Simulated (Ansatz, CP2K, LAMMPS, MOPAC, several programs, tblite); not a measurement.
Energy against volume for HgTe in the wurtzite structure, at fixed shape and fractional coordinates, computed by several methods (PBE and r2SCAN, where shown, with plane waves in Ansatz); the cell shown is that of r2SCAN. With free coordinates or axes held, a curve is too stiff, and on another method's shape its minimum isn't the method's own volume. It is hexagonal, P6_3mc (No. 186); a = 4.643 Å, c = 7.625 Å in the conventional setting, 35.58 Å³ an atom. Hg has 4 Te at 2.85 Å; Te has 4 Hg at 2.85 Å. No spin polarisation and no zero-point or thermal motion; the cell was built from a prototype and may be hypothetical. Energies count from each curve's lowest point; fits are third-order Birch-Murnaghan.

```cif
data_structure
_symmetry_space_group_name_H-M 'P6_3mc'
_symmetry_Int_Tables_number 186
_cell_length_a 4.6426
_cell_length_b 4.6426
_cell_length_c 7.6245
_cell_angle_alpha 90.000
_cell_angle_beta 90.000
_cell_angle_gamma 120.000
_cell_volume 142.32
loop_
_atom_site_label
_atom_site_type_symbol
_atom_site_symmetry_multiplicity
_atom_site_Wyckoff_symbol
_atom_site_fract_x
_atom_site_fract_y
_atom_site_fract_z
_atom_site_occupancy
Hg1 Hg 2 b 0.33333 0.66667 0.00050 1
Te1 Te 2 b 0.33333 0.66667 0.37450 1
```

Problem. CdTeZnSeHgS0.sw (LAMMPS), on the shape of its own relaxed cell, gives
```
V (Å³/atom)  E (meV/atom)
     31.676         17.44
     32.687          4.18
     33.698          0.00
     34.709          3.84
     35.720         14.76
```
What equilibrium volume and bulk modulus follow?

Solution. V₀ = 33.70 Å³ an atom and B₀ = 42 GPa.

PBE/DZVP (CP2K), on the shape of the cell shown:
```
V (Å³/atom)  E (meV/atom)
     31.310        157.36
     33.445         59.27
     35.580         11.85
     37.715          0.00
     39.850         13.06
```
V₀ = 37.54 Å³ an atom and B₀ = 34 GPa.

GFN2-xTB (tblite), on the shape of the cell shown, as a cluster of 72 atoms at the zone centre:

| V (Å³/atom) | E (meV/atom) |
| --- | --- |
| 31.310 | 405.52 |
| 33.445 | 257.49 |
| 35.580 | 136.95 |
| 37.715 | 54.14 |
| 39.850 | 0.00 |

The lowest point is an end point, so the minimum isn't bracketed.

r2SCAN, on the shape of its own relaxed cell:
```
V (Å³/atom)  E (meV/atom)
     33.445         17.84
     34.513          4.16
     35.580          0.00
     36.647          3.78
     37.715         14.17
```
V₀ = 35.57 Å³ an atom and B₀ = 40 GPa.

PM7 (MOPAC), on the shape of the cell shown, as a cluster of 72 atoms at the zone centre:

| V (Å³/atom) | E (meV/atom) |
| --- | --- |
| 31.310 | 0.00 |
| 33.445 | 25.27 |
| 35.580 | 132.69 |
| 37.715 | 293.03 |
| 39.850 | 485.69 |

The lowest point is an end point, so the minimum isn't bracketed.
